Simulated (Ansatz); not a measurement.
Data:

ZrO₂:
```xyz
12
Lattice="5.1276 0.0000 0.0000 0.0000 5.2116 0.0000 -0.8832 0.0000 5.2214" Properties=species:S:1:pos:R:3 pbc="T T T"
Zr     3.0083     4.9860     4.1275
Zr     1.2361     0.2256     1.0939
Zr     0.7945     2.3802     3.7046
Zr     3.4499     2.8313     1.5168
O     -0.3838     0.8518     4.3927
O      4.6282     4.3598     0.8288
O      4.1866     3.4575     3.4395
O      0.0578     1.7540     1.7820
O      2.8091     1.3431     0.1071
O      1.4353     3.8684     5.1143
O      1.8769     3.9489     2.5036
O      2.3675     1.2626     2.7178
```

This is the PBEsol-relaxed structure.

Q: All from plane-wave PAW PBEsol (Ansatz code), unless another level is named. Give the hole effective mass with spin–orbit coupling.

A: 1.9, 2.1, 17 mₑ (principal values).

Q: Predict the smallest direct gap on the standard path.

A: 3.68 eV.

Q: What about the electron effective mass with spin–orbit coupling?

A: 0.98, 0.98, 12 mₑ (principal values).

Space group P2_1/c. Symmetry was held in the PBEsol relaxation. No spin polarisation was allowed. Spin–orbit coupling is left out wherever it is not named.

Potentials: the earlier of the program's two PAW sets. The files were generated under PBE; for other functionals the program regenerates the frozen cores, and for LDA and PBEsol the local potential too.
